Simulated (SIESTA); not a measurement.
TiO2:

```xyz
6
Lattice="4.5998 0.0000 0.0000 0.0000 4.5998 0.0000 0.0000 0.0000 2.9592" Properties=species:S:1:pos:R:3 pbc="T T T"
Ti    0.0000    0.0000    1.4796
Ti    2.2999    2.2999    0.0000
O     1.3998    1.3998    1.4796
O     0.9001    3.6997    0.0000
O     3.6997    0.9001    0.0000
O     3.2000    3.2000    1.4796
```

The cell is a database's computed one.

```yaml
Program: SIESTA 5.4.2
Task: relaxation of cell and atoms
Functional: RPBE
Potentials_or_basis: PseudoDojo 0.4 standard (PBE files)
Basis: DZP (energy shift 0.003 Ry; two zetas on semicore shells)
Grid_cutoff: 800 Ry
Energy_shift: 0.003 Ry
k_mesh: 4 × 4 × 6
Occupations: fermi-dirac, width 0.05 eV
Spin: no spin polarisation
```

At the start: pressure 11.6 GPa; volume 10.44 Å³/atom.

Problem. How do energy, volume and symmetry change on relaxing?

Solution. Over 12 steps the energy falls by 19.3 meV/atom and the volume is 11.01 Å³/atom (+5.5 %); space group P4_2/mnm (No. 136, to 0.05 Å).

The path:
```
step  energy change (eV)  largest force (eV/Å)  pressure (GPa)  volume (Å³)
   1              0.0000                0.0772           11.64        62.61
   2             -0.0235                0.0264           10.19        62.95
   3             -0.1066                0.2083            1.02        65.42
   4             -0.1100                0.1743            0.25        65.71
   5             -0.1136                0.0606           -0.39        66.01
   6             -0.1142                0.0042           -0.19        66.00
   7             -0.1144                0.0170            0.05        65.95
   8             -0.1146                0.0267            0.22        65.91
   9             -0.1151                0.0332            0.41        65.88
  10             -0.1155                0.0263            0.38        65.92
  11             -0.1157                0.0085            0.16        66.00
  12             -0.1157                0.0008            0.03        66.04
```

Final structure:
```
CELL_PARAMETERS angstrom
4.69131 0.00000 0.00000
0.00000 4.69131 0.00000
0.00000 0.00000 3.00064
ATOMIC_POSITIONS crystal
Ti 0.00000 0.00000 0.50000
Ti 0.50000 0.50000 0.00000
O 0.30581 0.30581 0.50000
O 0.19419 0.80581 0.00000
O 0.80581 0.19419 0.00000
O 0.69419 0.69419 0.50000
```

Caveat: the potentials were made for another functional, which shifts forces and pressure; the basis of atomic orbitals isn't converged, which shifts pressures, moduli and gaps.
